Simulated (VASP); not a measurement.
Set up this calculation in VASP 6.6.1, as the native input.

| Quantity | Value |
| --- | --- |
| Task | single point |
| Functional | PBE |
| Potentials or basis | VASP PAW PBE potentials, release 64 (Al) |
| Cutoff | 520 eV |
| k mesh | 8 × 8 × 6 |
| Occupations | gaussian, width 0.1 eV |
| Spin | no spin polarisation |
| Dipole correction | no |
| Further INCAR settings | ALGO = Fast; EDIFF = 1e-07; NBANDS = 8 |

The structure of Al lies in POSCAR:

```
Al
1.0
    2.3058352100      0.0000000000      0.0000000000
    0.0000000000      2.3058352100      0.0000000000
    0.0000000000      0.0000000000      3.5300699100
Al
1
Direct
    0.0000000000      0.0000000000      0.0000000000
```

The cell was built by a generator and needn't be a form met in nature.

The cell isn't the ideal one: random cell by space group and Wyckoff sites (P4/mmm, No. 123).

One way to write it, as run:

INCAR

```
ALGO     = Fast           # electronic algorithm
EDIFF    = 1E-7           # SCF threshold, eV
ENCUT    = 520            # plane-wave cutoff, eV
GGA      = PE             # functional
ISIF     = 2              # what is computed and relaxed
ISMEAR   = 0              # smearing method
LASPH    = True           # aspherical terms in the spheres
LCHARG   = False          # write CHGCAR
LREAL    = False          # projectors in reciprocal space
LWAVE    = False          # write WAVECAR
NBANDS   = 8              # bands
NELM     = 80             # most SCF steps
PREC     = Accurate       # precision mode
SIGMA    = 0.1            # smearing width, eV
```

KPOINTS

```
k-points
0
Gamma
  8 8 6
```

Potentials or basis: VASP PAW PBE potentials, release 64 (Al).

Launch:

```console
$ cat potpaw_PBE.64/Al/POTCAR > POTCAR
$ mpirun -np 1 vasp_std > vasp.out
```

Results of the run:

```
Pressure               : 27.1 GPa
Band gap on the k mesh : none (metal or under the smearing width)
```

Caveat: so large a pressure means that the cell lies far from this level's equilibrium, or that cutoff or potentials fall short.

Wall time 8.6 s on 1 thread of Intel(R) Xeon(R) Platinum 8259CL CPU @ 2.50GHz (Skylake/Cascade Lake) (shared host), peak memory 0.12 GiB.
